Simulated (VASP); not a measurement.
Here is a VASP 6.6.1 calculation.

Contents of INCAR:

```
PREC     = Accurate       # precision mode
ENCUT    = 600            # plane-wave cutoff, eV
EDIFF    = 1E-7           # SCF threshold, eV
ISMEAR   = 0              # smearing method
SIGMA    = 0.05           # smearing width, eV
LREAL    = Auto         
LASPH    = True           # aspherical terms in the spheres
NELM     = 120            # most SCF steps
ALGO     = Fast           # electronic algorithm
ISIF     = 2              # what is computed and relaxed
LWAVE    = False          # write WAVECAR
LCHARG   = False          # write CHGCAR
GGA      = PE             # functional
NBANDS   = 126            # bands
NCORE    = 1            
KPAR     = 2
```

File KPOINTS:

```
regular mesh
0
Gamma
  2 2 2
```

The input POSCAR:

```
Si
1.0
    0.0000000000      8.1655535595      8.1655535595
    8.1655535595      0.0000000000      8.1655535595
    8.1655535595      8.1655535595      0.0000000000
Si
54
Direct
    0.1666666667      0.1666666667      0.1666666667
    0.1666666667      0.1666666667      0.5000000000
    0.1666666667      0.1666666667      0.8333333333
    0.1666666667      0.5000000000      0.1666666667
    0.1666666667      0.5000000000      0.5000000000
    0.1666666667      0.5000000000      0.8333333333
    0.1666666667      0.8333333333      0.1666666667
    0.1666666667      0.8333333333      0.5000000000
    0.1666666667      0.8333333333      0.8333333333
    0.5000000000      0.1666666667      0.1666666667
    0.5000000000      0.1666666667      0.5000000000
    0.5000000000      0.1666666667      0.8333333333
    0.5000000000      0.5000000000      0.1666666667
    0.5000000000      0.5000000000      0.5000000000
    0.5000000000      0.5000000000      0.8333333333
    0.5000000000      0.8333333333      0.1666666667
    0.5000000000      0.8333333333      0.5000000000
    0.5000000000      0.8333333333      0.8333333333
    0.8333333333      0.1666666667      0.1666666667
    0.8333333333      0.1666666667      0.5000000000
    0.8333333333      0.1666666667      0.8333333333
    0.8333333333      0.5000000000      0.1666666667
    0.8333333333      0.5000000000      0.5000000000
    0.8333333333      0.5000000000      0.8333333333
    0.8333333333      0.8333333333      0.1666666667
    0.8333333333      0.8333333333      0.5000000000
    0.8333333333      0.8333333333      0.8333333333
    0.2500000000      0.2500000000      0.2500000000
    0.2500000000      0.2500000000      0.5833333333
    0.2500000000      0.2500000000      0.9166666667
    0.2500000000      0.5833333333      0.2500000000
    0.2500000000      0.5833333333      0.5833333333
    0.2500000000      0.5833333333      0.9166666667
    0.2500000000      0.9166666667      0.2500000000
    0.2500000000      0.9166666667      0.5833333333
    0.2500000000      0.9166666667      0.9166666667
    0.5833333333      0.2500000000      0.2500000000
    0.5833333333      0.2500000000      0.5833333333
    0.5833333333      0.2500000000      0.9166666667
    0.5833333333      0.5833333333      0.2500000000
    0.5833333333      0.5833333333      0.5833333333
    0.5833333333      0.5833333333      0.9166666667
    0.5833333333      0.9166666667      0.2500000000
    0.5833333333      0.9166666667      0.5833333333
    0.5833333333      0.9166666667      0.9166666667
    0.9166666667      0.2500000000      0.2500000000
    0.9166666667      0.2500000000      0.5833333333
    0.9166666667      0.2500000000      0.9166666667
    0.9166666667      0.5833333333      0.2500000000
    0.9166666667      0.5833333333      0.5833333333
    0.9166666667      0.5833333333      0.9166666667
    0.9166666667      0.9166666667      0.2500000000
    0.9166666667      0.9166666667      0.5833333333
    0.9166666667      0.9166666667      0.9166666667
```

Potentials or basis: VASP PAW PBE potentials, release 64 (Si).

Command:

```sh
$ cat potpaw_PBE.64/Si/POTCAR > POTCAR
$ mpirun -np 4 vasp_std > vasp.out
```

Task: Estimate the pressure.

Result: 1.3 GPa.

Task: Estimate the band gap on the k mesh.

Result: 0.72 eV.

A k mesh can miss the band edges.
